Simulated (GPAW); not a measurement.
Input of a GPAW 26.7.0 run:

File run.py:

```python
from ase import Atoms
from ase.dft.bandgap import bandgap
from ase.io import write
from ase.units import Bohr, GPa
from gpaw import GPAW, PW, setup_paths
from gpaw.elf import elf_from_dft_calculation

setup_paths.insert(0, '.')

atoms = Atoms(['Co', 'Co', 'Co', 'Ti'],
              cell=[[3.571, 0.0, 0.0],
                    [0.0, 3.571, 0.0],
                    [0.0, 0.0, 3.571]],
              scaled_positions=[[0.5, 0.5, 0.0],
                                [0.5, 0.0, 0.5],
                                [0.0, 0.5, 0.5],
                                [0.0, 0.0, 0.0]],
              pbc=True)
atoms.set_initial_magnetic_moments([2.0, 2.0, 2.0, 1.0])

calc = GPAW(mode=PW(600),
            xc='PBEsol',
            kpts={'size': (8, 8, 8), 'gamma': True},
            occupations={'name': 'fermi-dirac', 'width': 0.05},
            nbands=39,
            convergence={'density': 1e-05, 'energy': 1e-05},
            maxiter=150,
            txt='gpaw.txt')
atoms.calc = calc
energy = atoms.get_potential_energy()
forces = atoms.get_forces()
stress = atoms.get_stress()
calc.write('gs.gpw')
write('result.traj', atoms)
print(f'Energy: {energy:.6f} eV')
print('Forces (eV/A):')
print(forces.round(4))
print('Stress (GPa):', (stress / GPa).round(3))
print('Moments:', calc.get_magnetic_moments().round(3))
print('Fermi level:', round(calc.get_fermi_level(), 4), 'eV')
print(f'Gap: {bandgap(calc)[0]:.4f} eV, direct: {bandgap(calc, direct=True)[0]:.4f} eV')

# fields on the real-space grid
write('density.cube', atoms, data=calc.get_pseudo_density() * Bohr**3)
write('potential.cube', atoms, data=calc.get_electrostatic_potential())
write('spin.cube', atoms, data=(calc.get_pseudo_density(spin=0) - calc.get_pseudo_density(spin=1)) * Bohr**3)
write('elf.cube', atoms, data=elf_from_dft_calculation(calc).data)
```

Potentials or basis: PAW data sets generated in the run's folder for this functional, pw.

Command:

```console
$ gpaw-setup -f PBEsol Co Ti
$ OMP_NUM_THREADS=1 python run.py
```

Q: What does it give for the net moment?

A: 2.49 μB per cell.

Q: What does it give for the site moments?

A: Co +1.00; Ti -0.30 μB.
